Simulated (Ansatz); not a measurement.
A run of Ansatz 0.2.0:

File input.yaml:

```yaml
crystal:
  lattice:
    - [2.1542, 1.2437279499, 3.758]
    - [-2.1542, 1.2437279499, 3.758]
    - [0.0, -2.4874558998, 3.758]
  atoms:
    - { symbol: Sb, position: [0.76651, 0.76651, 0.76651] }
    - { symbol: Sb, position: [0.23349, 0.23349, 0.23349] }
hamiltonian:
  xc: revpbe
  pseudopotentials: { kind: paw }
kpoints:
  mp_grid: { grid: [8, 8, 8] }
  band_path:
    path:
      - [[0.0, 0.0, 0.0], [0.5, 0.0, 0.0], [0.5, 0.2396873643, -0.2396873643]]
      - [[0.7603126357, 0.5, 0.2396873643], [0.5, 0.5, 0.5], [0.0, 0.0, 0.0], [0.3698436821, 0.0, -0.3698436821]]
      - [[0.6301563179, 0.3698436821, 0.0], [0.5, 0.5, 0.0], [0.6301563179, 0.6301563179, 0.2396873643], [0.5, 0.5, 0.5]]
      - [[0.5, 0.0, 0.0], [0.7603126357, 0.3698436821, 0.3698436821]]
    npoints: 14
scf:
  occupations: { method: fermi_dirac, width: 0.05 }
  n_extra_bands: 6
output:
  forces: true
  stress: true
  eigenvalues: true
  fatbands: false
```

Potentials or basis: Ansatz PAW.

Command:

```console
$ ansatz run input.yaml --threads 2 --pin off --max-ram 5632MiB --backend cpu --events-out ev --progress --plain --runs-dir out
```

Hardware: 2 threads of Arm Neoverse V1, on a shared host.

Q: How long does it take, and how much memory?

A: Wall time 4.2 s on 2 threads of Arm Neoverse V1, with other jobs on the host, peak memory 0.36 GiB. Counts: scf iterations 7, plane waves 1195, k points 65, bands 21.
